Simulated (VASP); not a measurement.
A run of VASP 6.6.1:

The input INCAR:

```
SYSTEM = GaSb
PREC = Accurate
ENCUT = 600
EDIFF = 1E-7
ISMEAR = -1
SIGMA = 0.05
LREAL = .False.
LASPH = .True.
NELM = 100
ALGO = Fast
ISIF = 3
LWAVE = .False.
LCHARG = .False.
GGA = MK
LUSE_VDW = .True.
AGGAC = 0.0
PARAM1 = 0.1234
PARAM2 = 0.711357
ZAB_VDW = -1.8867
IBRION = 2
NSW = 60
EDIFFG = -0.01
```

The input KPOINTS:

```
regular mesh
0
Gamma
  8 8 8
  0 0 0
```

The input POSCAR:

```
GaSb
1.0
    0.0000000000      3.0590000000      3.0590000000
    3.0590000000      0.0000000000      3.0590000000
    3.0590000000      3.0590000000      0.0000000000
Sb Ga
1 1
Direct
    0.7500000000      0.7500000000      0.7500000000
    0.0000000000      0.0000000000      0.0000000000
```

Potentials or basis: VASP PAW PBE potentials, release 64 (Sb, Ga_d).

The run is started by

```console
$ cat potpaw_PBE.64/Sb/POTCAR potpaw_PBE.64/Ga_d/POTCAR > POTCAR
$ mpirun -np 1 vasp_std > vasp.out
```

Hardware: 1 thread of AMD EPYC 7R13 Processor (Zen 3) (shared host).

**Question.** Estimate the wall time of this run.

**Answer.** Run time: 3.7 min on 1 thread of AMD EPYC 7R13 Processor (Zen 3) (shared host), peak memory 0.45 GiB. Counts: scf iterations 32, k points 29, ion steps 3.
